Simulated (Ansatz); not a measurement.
# Sn: the cost of one run

Method: DFT PBE+D3(BJ), scalar-relativistic, plane waves, PAW, in Ansatz 0.2.0.

## Step 1: The system as given

It takes space group P-3m1 (No. 164, trigonal). The conventional cell has a = 4.718 Å, b = 4.718 Å, c = 28.000 Å, α = 90.00°, β = 90.00°, γ = 120.00°. Around Sn (site symmetry 3m) lie 3 Sn at 2.78 Å.

Structure file:

```cif
data_structure
_symmetry_space_group_name_H-M 'P-3m1'
_symmetry_Int_Tables_number 164
_cell_length_a 4.7178
_cell_length_b 4.7178
_cell_length_c 28.0000
_cell_angle_alpha 90.000
_cell_angle_beta 90.000
_cell_angle_gamma 120.000
_cell_volume 539.72
loop_
_atom_site_label
_atom_site_type_symbol
_atom_site_symmetry_multiplicity
_atom_site_Wyckoff_symbol
_atom_site_fract_x
_atom_site_fract_y
_atom_site_fract_z
_atom_site_occupancy
Sn1 Sn 2 d 0.33333 0.66667 0.50993 1
```

## Step 2: A first look at the start

The sheet is isolated along c: the input cuts the Coulomb interaction between periodic copies.

File input.yaml:

```yaml
crystal:
  lattice:
    - [4.7178164441, 0.0, 0.0]
    - [-2.358908222, 4.085748891, 0.0]
    - [0.0, 0.0, 28.0]
  atoms:
    - { symbol: Sn, position: [0.3333333333, 0.6666666667, 0.5099285714] }
    - { symbol: Sn, position: [0.6666666667, 0.3333333333, 0.4900714286] }
  periodic: [true, true, false]
basis:
  ecutwfc: 420
kpoints:
  mp_grid: { grid: [6, 6, 1] }
hamiltonian:
  xc: pbe
  dispersion: d3bj
scf:
  occupations: { method: gaussian, width: 0.1 }
output:
  forces: true
  stress: true
  eigenvalues: true
```

Q: Estimate wall time and peak memory on 1 thread of an Arm CPU, shared host.

About 5.3 s, with a peak of 0.56 GiB.
